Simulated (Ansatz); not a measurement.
Input of an Ansatz 0.2.0 run:

input.yaml

```yaml
crystal:
  lattice:
    - [0.0, 2.72525, 2.72525]
    - [2.72525, 0.0, 2.72525]
    - [2.72525, 2.72525, 0.0]
  atoms:
    - { symbol: Ga, position: [0.0, 0.0, 0.0] }
    - { symbol: P, position: [0.75, 0.75, 0.75] }
kpoints:
  mp_grid: { grid: [6, 6, 6] }
  band_path:
    path:
      - [0.0, 0.0, 0.0]
      - [0.5, 0.0, 0.5]
      - [0.5, 0.25, 0.75]
      - [0.375, 0.375, 0.75]
      - [0.0, 0.0, 0.0]
      - [0.5, 0.5, 0.5]
      - [0.625, 0.25, 0.625]
      - [0.5, 0.25, 0.75]
    npoints: 6
scf:
  occupations: { method: fermi_dirac, width: 0.05 }
hamiltonian:
  xc: pbesol
  pseudopotentials: { kind: all_electron, lapw: { basis_error: 0.001 } }
magnetization:
  noncollinear: true
  spin_orbit: true
output:
  forces: true
  stress: true
  eigenvalues: true
```

Potentials or basis: all-electron LAPW, relativistic spinors.

Command:

```sh
$ ansatz run input.yaml --threads 1 --pin off --max-ram 3072MiB --backend cpu --events-out ev --progress --plain --runs-dir out
```

Task: What does it give for the pressure?

Result: -0.6 GPa.

Task: Estimate the band gap on the k mesh.

Result: 1.48 eV, indirect (least direct gap 1.72 eV).

Task: Predict the band gap along the path.

Result: 1.44 eV, indirect (least direct gap 1.72 eV).

Levels at the corners of the path, in eV from the valence-band top:
| point | band 32 | band 33 | band 34 | band 35 | band 36 | band 37 |
| --- | --- | --- | --- | --- | --- | --- |
| Γ | 0.00 | 0.00 | 0.00 | 1.72 | 1.72 | 3.68 |
| X | -2.75 | -2.73 | -2.73 | 1.48 | 1.48 | 1.69 |
| W | -3.65 | -3.53 | -3.48 | 4.56 | 4.57 | 4.78 |
| K | -4.01 | -2.31 | -2.31 | 2.04 | 2.04 | 4.68 |
| Γ | 0.00 | 0.00 | 0.00 | 1.72 | 1.72 | 3.68 |
| L | -1.19 | -1.12 | -1.12 | 1.55 | 1.55 | 4.58 |
| U | -4.01 | -2.31 | -2.31 | 2.04 | 2.04 | 4.68 |
| W | -3.65 | -3.53 | -3.48 | 4.56 | 4.57 | 4.78 |

**What was measured.**

“Stacking defects in GaP nanowires: Electronic structure and optical properties”, 2018, arxiv:1810.01194 quotes, for a bulk crystal of GaP at 10 K: band gap 2.34 eV (indirect).

Measured gap of GaP: 2.34 eV (indirect; 10 K; quoted in “Stacking defects in GaP nanowires: Electronic structure and optical properties”, 2018, arxiv:1810.01194). This calculation gives 1.44 eV (-0.90 eV). The value is that of PBEsol, without temperature or zero-point motion. Semilocal functionals fall short of measured gaps as a rule.
